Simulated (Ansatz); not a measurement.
InPd (Pm-3m), a sublattice moved along a line

The calculation used Ansatz 0.2.0, DFT r2SCAN, scalar-relativistic, plane waves, PAW. Settings: plane waves to 500 eV, k-mesh 14×14×14 (Γ-centred), Gaussian smearing 0.15 eV. No spin polarisation. Energies are free energies at this smearing, counted from the undisturbed cell; pressure is positive in compression.

Zero of the scan (as given, not relaxed at this level; it stands at -0.6 GPa, and it needn't be the usual structure):

```xyz
2
Lattice="3.2719 0.0000 0.0000 0.0000 3.2719 0.0000 0.0000 0.0000 3.2719" Properties=species:S:1:pos:R:3 pbc="T T T"
In    0.0000    0.0000    0.0000
Pd    1.6359    1.6359    1.6359
```

Every Pd atom is moved by x along the Cartesian unit vector (-0.577, -0.577, -0.577); the cell and all other atoms stay fixed. The cell is metallic on the mesh throughout.

| x (Å) | ΔE (meV/cell) | force along x on the moved atoms (eV/Å) | pressure (GPa) |
| --- | --- | --- | --- |
| -0.5000 | 722.3 | 3.98 | 14.1 |
| -0.2500 | 134.1 | 1.18 | 2.6 |
| 0.0000 | 0.0 | 0.00 | -0.6 |
| 0.3750 | ? | -2.24 | ? |

Task: Give the withheld values.

Result: ΔE (meV/cell) at x (Å) = 0.3750: 342.7; pressure (GPa) at x (Å) = 0.3750: 7.1.